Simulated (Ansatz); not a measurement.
We consider skutterudite CoSb3, described by PBEsol (PAW; Ansatz, a first-principles code).

Numerical settings: plane-wave cutoff 520 eV, 6×6×6 k mesh, Fermi–Dirac smearing 0.01 eV, no spin polarisation, scalar-relativistic PAW data made under PBE.

Properties against volume:

Shape and atoms are relaxed at each volume.

```tsv
V (Å³/atom)	P (GPa)	direct gap at Γ (eV)
21.759	4.36	0.405
22.212	2.05	0.337
22.665	0.00	0.274
23.119	-1.83	0.215
23.572	-3.46	0.159
```

A straight line through the gaps at Γ against ln V gives a volume deformation potential dE_g(Γ)/d ln V of -3.1 eV: the gap at Γ widens under compression.

Measured, for comparison: band gap 0.63 eV (temperature not stated, no zero-point or thermal correction; as tabulated in Kim et al. (2020), doi:10.1038/s41597-020-00723-8).

Note: the bulk modulus comes from volumes at which shape and atoms were relaxed.

Spin–orbit coupling is not included; it can close the smallest gap of 0.27 eV.
